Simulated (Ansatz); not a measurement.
**Al2O3 (Corundum): relaxation of cell and atoms with BLYP+D3(BJ)**

The system is Al2O3 (Corundum).

```
Al O
1.0
     2.38025    1.37424    4.33187
    -2.38025    1.37424    4.33187
     0.00000   -2.74848    4.33187
Al O
4 6
Direct
  0.85216 0.85216 0.85216
  0.64784 0.64784 0.64784
  0.14784 0.14784 0.14784
  0.35216 0.35216 0.35216
  0.05668 0.75000 0.44332
  0.75000 0.44332 0.05668
  0.44332 0.05668 0.75000
  0.94332 0.25000 0.55668
  0.25000 0.55668 0.94332
  0.55668 0.94332 0.25000
```

| Quantity | Value |
| --- | --- |
| Program | Ansatz 0.2.0 |
| Task | relaxation of cell and atoms |
| Functional | BLYP |
| Dispersion | D3(BJ) |
| Potentials or basis | Ansatz PAW |
| Cutoff | 420 eV (not typed: the program's choice for these potentials) |
| k mesh | 7 × 7 × 7 |
| Occupations | fermi-dirac, width 0.05 eV |
| Spin | no spin polarisation |

```
Relaxed volume                         : 8.55 Å³/atom
Relaxed cell                           : a = 5.140 Å, b = 5.140 Å, c = 5.140 Å, α = 55.30°, β = 55.30°, γ = 55.30°
Space group after relaxing (to 0.05 Å) : R-3c (No. 167)
Energy gained by relaxing              : 0.3 meV/atom
Ionic steps                            : 8
Pressure after relaxing                : 0.0 GPa
Band gap on the k mesh                 : 6.39 eV
```

The path:
```
step  energy change (eV)  largest force (eV/Å)  volume (Å³)
   1              0.0000                0.0404        85.02
   2             -0.0003                0.0390        85.24
   3              0.0006                0.0219        85.53
   4              0.0006                0.0121        85.53
   5              0.0006                0.0003        85.53
   6             -0.0031                0.0002        85.53
   7             -0.0030                0.0002        85.55
   8             -0.0031                0.0002        85.55
```

Final structure:
```
Al O
1.0
     2.38545    1.37724    4.33991
    -2.38545    1.37724    4.33991
     0.00000   -2.75449    4.33991
Al O
4 6
Direct
  0.85234 0.85234 0.85234
  0.64766 0.64766 0.64766
  0.14766 0.14766 0.14766
  0.35234 0.35234 0.35234
  0.05693 0.75000 0.44307
  0.75000 0.44307 0.05693
  0.44307 0.05693 0.75000
  0.94307 0.25000 0.55693
  0.25000 0.55693 0.94307
  0.55693 0.94307 0.25000
```

It took 17 s on 4 threads of Intel(R) Xeon(R) Processor @ 2.70GHz, on a shared host, peak memory 0.48 GiB.

Caveat: odd divisions of the mesh miss points on the zone boundary, where band edges often lie, so the gap on the mesh can be too wide; the plane-wave basis is chosen anew once the cell has moved, so the energies of steps on either side of that aren't comparable; the pressure holds a Pulay correction of +1.0 GPa for the finite cutoff; the PAW data sets come from PBE, with cores solved anew for the run's functional, which leaves a small shift of forces and pressure. Zero-point motion and thermal expansion aren't in these numbers.
